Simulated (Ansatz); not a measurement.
Ansatz input

```yaml
crystal:
  lattice:
    - [1.8778599936, 1.0841829728, 2.1547276236]
    - [-1.8778599936, 1.0841829728, 2.1547276236]
    - [0.0, -2.1683659456, 2.1547276235]
  atoms:
    - { symbol: Hg, position: [0.0, 0.0, 0.0] }
hamiltonian:
  xc: r2scan
  pseudopotentials:
    kind: paw
    azcp:
      Hg: "pseudopotentials/Hg.paw.azcp"
basis:
  ecutwfc: 500
  fft_grid_basis: typed
kpoints:
  mp_grid: { grid: [7, 7, 7], shift: [0, 0, 0] }
magnetization:
  spin_polarized: false
scf:
  occupations: { method: fermi_dirac, width: 0.1 }
  lower_state_search: "off"
output:
  stress: true
```

Terminal output

```
Engine: ansatz 0.2.0, aarch64-unknown-linux-gnu
Pseudopotentials: kind: paw
Pseudopotential: Hg, paw, valence charge 20, recommended cutoff 500 eV (meta_gga) 
Functional definition: r2SCAN
  parameter k0 = 0.174
  parameter k1 = 0.065
  parameter a1 = 4.9479
  exchange = r2scan_x(k0 = k0, k1 = k1, a1 = a1)
  correlation = r2scan_c
Crystal: 1 atoms, lattice volume = 26.321 Å³
Basis set: ecut = 500 eV, 667 PW (Γ), exchange–correlation on 96×96×96 points (64 copies of the dense FFT grid, shifted against one another)
Bands: 14, of which v1, the nominal top of the filled ones, is band 10 counted from 1 (9 counted from 0)
Symmetry: 12 space group operations
Space group: R-3m (ITA 166), of the structure as read, at distance tolerance 3.0e-5 Å
k-points: 44 of 343
Non-local potential: Hg, projectors of the file, l = 0: 3, l = 1: 2, l = 2: 2, l = 3: 1
PAW form: soft (Blöchl's): semilocal exchange-correlation on the pseudo side does not see the compensation charge
PAW frozen core: Hg, regenerated for the run's functional (the file was generated under x = pbe(κ = 0.804, μ = 0.2195149727645171), c = pbe(β = 0.06672455060314922))
PAW one-centre angular grid: Hg, 590 points (default); XC on 160 Gauss nodes
Initial density: superposition of atomic densities (neutral atoms: chi_scale 0, normalization atom), corrected by the library's trained network
Initial wavefunctions: pseudopotential atomic-orbital guess
Functional: x = r2scan, c = r2scan; τ floored in thin density (d = 2e-4 eV/Å³)
SCF iter   1: F=-13827.793778 eV  HF=-13827.806857 eV  |F-HF|=1.31e-2  |Δ(HF+E_count)|=         —  Δρ=8.20e-3  dr2=1.94e-2  dr2_τ=2.15e-3  ethr=1.77e-3  ⟨swp⟩=5.3  Hψ=3398  notcnv=0
SCF iter   2: F=-13827.799984 eV  HF=-13827.802829 eV  |F-HF|=2.84e-3  |Δ(HF+E_count)|=   4.03e-3  Δρ=4.16e-3  dr2=5.18e-3  dr2_τ=3.71e-4  ethr=9.71e-5  ⟨swp⟩=1.0  Hψ=1145  notcnv=0
SCF iter   3: F=-13827.801718 eV  HF=-13827.801668 eV  |F-HF|=5.00e-5  |Δ(HF+E_count)|=   1.16e-3  Δρ=5.33e-4  dr2=3.77e-5  dr2_τ=8.25e-6  ethr=2.59e-5  ⟨swp⟩=2.0  Hψ=1047  notcnv=0
SCF iter   4: F=-13827.801725 eV  HF=-13827.801725 eV  |F-HF|=2.01e-7  |Δ(HF+E_count)|=   5.69e-5  Δρ=9.18e-5  dr2=1.29e-6  dr2_τ=1.65e-7  ethr=1.89e-7  ⟨swp⟩=2.0  Hψ=1008  notcnv=0
iter 5 did not close the SCF: its close was put off for the readings that it lacked (scf_convergence_deferred on its scf_iter line)
SCF iter   5: F=-13827.801726 eV  HF=-13827.801726 eV  |F-HF|=1.20e-8  |Δ(HF+E_count)|=   6.20e-7  Δρ=5.72e-6  dr2=2.96e-9  dr2_τ=2.14e-9  ethr=6.46e-9  ⟨swp⟩=2.0  Hψ=994  notcnv=0
SCF iter   6: F=-13827.801726 eV  HF=-13827.801726 eV  |F-HF|=5.29e-10  |Δ(HF+E_count)|=   1.37e-8  Δρ=1.23e-6  dr2=1.65e-10  dr2_τ=5.75e-11  ethr=1.48e-11  ⟨swp⟩=1.9  Hψ=1904  notcnv=0
SCF 1 converged in 6 iterations: F = -13827.801726 eV  dr2 = 1.65e-10
SCF converged after 6 iterations
Free energy (F): -13827.801726 eV
Harris-Foulkes:  -13827.801726 eV  (|F-HF|=5.29e-10)
Internal energy: -13827.788035 eV  (E = F + TS)
E sigma→0 (E₀):  -13827.794881 eV
Entropy (-TS):   -0.013690 eV (-13.690 meV/atom)
Fermi energy:    12.658587 eV
--- Per-component energies (eV) ---
  E_band       = -446.728279
  E_kinetic    = 604.934539
  E_local      = -2721.919603  (includes V_loc(G=0)·N_el)
  E_nonlocal   = 73.794851
  E_hartree    = 1164.335563
  E_xc         = -208.447317
  E_vxc        = -290.257254  (∫ρ·V_xc dr)
  E_paw        = -9972.019747  (= ΣΔE_a)
  E_vpaw       = -462.149313  (= ΣTr[D̂ρ^β])
  E_aug_tail   = 0.000373  (compensation charges beyond the density's cutoff)
  E_vtau       = 20.197214  (kinetic-family band-sum trace: ∫τ·v_τ [+ j·A + Jᵃ·Aᵃ] dr)
  E_ewald      = -2768.317767
  E_core_change = -0.148928  (= ΣΔE_core)
  E_smearing   = -0.013690  (= −TS)
  E_closure    = 0.000000  (closes the sum)
  Σ components = -13827.801726   (vs F -13827.801726, Δ=0.00e0)
--- Stress (GPa, compression-positive) ---
        0.736016       0.000000       0.000000
        0.000000       0.736016       0.000000
        0.000000       0.000000       0.233974
  P = ⅓ Tr σ = 0.5687 GPa (5.687 kbar)
```

Command:

```sh
ansatz run input.yaml --threads 2 --pin off --max-ram 5120MiB --backend cpu --events-out ev --progress --plain --runs-dir out
```

On 2 threads of Arm Neoverse V1 (shared host) this took about 1.5 s of wall time and 2.7 s of CPU time, with 0.33 GiB at the peak.
